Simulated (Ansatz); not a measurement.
I:

```
I
1.0
     0.00000    2.36560    3.90984
     2.19225    0.00000    3.90984
     2.19225    2.36560    0.00000
I
1
Cartesian
  0.0000 0.0000 0.0000
```

| Property | Result |
| --- | --- |
| Program | Ansatz 0.2.0 |
| Task | relaxation of cell and atoms |
| Functional | RPBE |
| Dispersion | D3(BJ) |
| Potentials or basis | all-electron LAPW, scalar-relativistic |
| Basis error allowed | 0.001 eV/atom |
| k mesh | 9 × 9 × 9 |
| Occupations | fermi-dirac, width 0.05 eV |
| Spin | no spin polarisation |

At the start: volume 40.55 Å³/atom.

Task: Where does the relaxation end?

Result: Over 15 steps the energy falls by 330.2 meV/atom and the volume is 26.15 Å³/atom (-35.5 %); space group Fmmm (No. 69, to 0.05 Å).

The path:
| step | energy change (eV) | largest force (eV/Å) | volume (Å³) |
| --- | --- | --- | --- |
| 1 | 0.0000 | 0.0000 | 40.55 |
| 2 | -0.1367 | 0.0000 | 35.46 |
| 3 | -0.1847 | 0.0000 | 32.65 |
| 4 | -0.2354 | 0.0000 | 30.94 |
| 5 | -0.2828 | 0.0000 | 29.05 |
| 6 | -0.3129 | 0.0000 | 26.98 |
| 7 | -0.3225 | 0.0000 | 26.12 |
| 8 | -0.3278 | 0.0000 | 25.81 |
| 9 | -0.3289 | 0.0000 | 26.26 |
| 10 | -0.3293 | 0.0000 | 26.16 |
| 11 | -0.3293 | 0.0000 | 26.18 |
| 12 | -0.3293 | 0.0000 | 26.15 |
| 13 | -0.3293 | 0.0000 | 26.17 |
| 14 | -0.3302 | 0.0000 | 26.15 |
| 15 | -0.3302 | 0.0000 | 26.15 |

Final structure:
```yaml
crystal:
  lattice:
    - [0.00000, 2.15921, 2.88953]
    - [2.09559, 0.00000, 2.88953]
    - [2.09559, 2.15921, 0.00000]
  atoms:
    - { symbol: I, position: [0.00000, 0.00000, 0.00000] }
```

Caveat: the volume moved by over 15 % at a fixed basis, so the end points are rough; an odd number of electrons without spin polarisation forces a metal; a magnetic or distorted state may lie lower; pairwise dispersion overbinds metals, which lowers pressure and volume.
